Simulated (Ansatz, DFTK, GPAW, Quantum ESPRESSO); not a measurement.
# Si: 5 runs at one level of theory

```xyz
2
Lattice="0.0000 2.7219 2.7219 2.7219 0.0000 2.7219 2.7219 2.7219 0.0000" Properties=species:S:1:pos:R:3 pbc="T T T"
Si    2.7219    2.7219    2.7219
Si    4.0828    4.0828    4.0828
```

Alike in all runs: task equation of state; functional LDA; k mesh 8 × 8 × 8; occupations fermi-dirac, width 0.05 eV; no spin polarisation; no spin-orbit coupling. LDA stands for any of its common fits.

```csv
program and potentials,plane-wave cutoff (eV),notes,equilibrium volume (Å³/atom),bulk modulus (GPa)
"Ansatz, JTH PAW LDA",390,-,19.70,96.7
"GPAW, PAW data sets generated for this functional",600,-,19.75,96.7
"Quantum ESPRESSO, PseudoDojo 0.4.1 SR LDA standard",435,-,19.62,96.3
"Quantum ESPRESSO, GBRV 1.5 LDA",612,-,19.69,96.6
"DFTK, PseudoDojo SR LDA 0.4.1 stringent (LDA)",435,-,19.62,96.3
```

The equilibrium volume spans 19.62 (Quantum ESPRESSO, PseudoDojo 0.4.1 SR LDA standard) to 19.75 Å³/atom (GPAW, PAW data sets generated for this functional). The bulk modulus spans 96.3 (DFTK, PseudoDojo SR LDA 0.4.1 stringent (LDA)) to 96.7 GPa (GPAW, PAW data sets generated for this functional).

The functional is the same throughout but for its coding, so the spread measures potentials, basis and numerics; runs on potential files found faulty are left out.
